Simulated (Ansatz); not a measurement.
**Se: properties at the relaxed cell**

The task here is to estimate one member of a computed series from the others.

Method: DFT PBEsol, scalar-relativistic, plane waves, PAW, in Ansatz 0.2.0.

2 further runs of the same task are left out: 2 set aside as unsound or not needed.

## The system as given

Symmetry: P3_121, No. 152, trigonal system. Conventional cell: a = 4.042 Å, b = 4.042 Å, c = 5.118 Å, α = 90.00°, β = 90.00°, γ = 120.00°. Se (site symmetry 2) is surrounded by 2 Se at 2.44 Å.

Structure file:

```xyz
3
Lattice="4.0415 0.0000 0.0000 -2.0208 3.5001 0.0000 0.0000 0.0000 5.1179" Properties=species:S:1:pos:R:3 pbc="T T T"
Se    1.0049    0.0000    1.7060
Se   -0.5024    0.8703    3.4119
Se    1.5183    2.6298    0.0000
```

It is the result of an earlier relaxation at this level (volume 24.13 Å³/atom; gap on the mesh: 0.46 eV).

The first run:

Input file input.yaml:

```yaml
crystal:
  lattice:
    - [4.0415167813, 0.0, 0.0]
    - [-2.0207583906, 3.5000562024, 0.0]
    - [0.0, 0.0, 5.1178955428]
  atoms:
    - { symbol: Se, position: [0.2486417164, 0.0, 0.3333333333] }
    - { symbol: Se, position: [0.0, 0.2486417164, 0.6666666667] }
    - { symbol: Se, position: [0.7513582836, 0.7513582836, 0.0] }
basis:
  ecutwfc: 420
kpoints:
  mp_grid: { grid: [12, 12, 8] }
  band_path:
    path:
      - [[0.0, 0.0, 0.0], [0.5, 0.0, 0.0], [0.33333333, 0.33333333, 0.0], [0.0, 0.0, 0.0], [0.0, 0.0, 0.5], [0.5, 0.0, 0.5], [0.33333333, 0.33333333, 0.5], [0.0, 0.0, 0.5]]
      - [[0.5, 0.0, 0.5], [0.5, 0.0, 0.0]]
      - [[0.33333333, 0.33333333, 0.5], [0.33333333, 0.33333333, 0.0]]
    npoints: 14
hamiltonian:
  xc: pbesol
scf:
  occupations: { method: gaussian, width: 0.02 }
  n_extra_bands: 7
output:
  forces: true
  stress: true
  eigenvalues: true
  populations: true
  dos: { projected: true, de: 0.02, nscf_kmesh: { grid: [18, 18, 12] } }
  bader: true
  write_density: true
  write_potential: true
  elf: true
  volumetric_format: npy
```

Command:

```sh
$ ansatz run input.yaml --threads 1 --pin off --max-ram 2560MiB --backend cpu --events-out ev --progress --plain --runs-dir out
```

Among the steps run: Static run: bands, density of states and charges; Band edges anywhere in the zone; Eigenvalues a small step from each edge; The cell scaled to 0.97 of its volume; Volume × 1.03; Point at V/V0 = 0.94; The cell scaled to 1.06 of its volume.

One table of the session follows, with a row left open; its other results are not shown here.

It belongs to the step «Energy against volume». 

| volume (Å³/atom) | energy above the lowest point (meV/atom) | pressure (GPa) | gap on the mesh (eV) |
| --- | --- | --- | --- |
| 22.684 | 7.4 | 1.89 | 0.25 |
| 23.408 | ? | ? | ? |
| 24.132 | 0.0 | -0.01 | 0.46 |
| 24.856 | 1.5 | -0.56 | 0.52 |
| 25.580 | 5.1 | -0.97 | 0.59 |

Estimate the missing values for volume (Å³/atom) = 23.408.

Worked estimate for «energy above the lowest point (meV/atom)». A straight line through the neighbours (22.684, 7.4) and (24.132, 0.0) gives 7.4 + (0.0 − 7.4) × (23.408 − 22.684) / (24.132 − 22.684) = 3.7; a parabola fitted to 3 rows on both sides gives 2.0.

**Answer.** energy above the lowest point (meV/atom): 1.6; pressure (GPa): 0.81; gap on the mesh (eV): 0.34. In «energy above the lowest point (meV/atom)» the line misses by +2.1 and the parabola by +0.4.
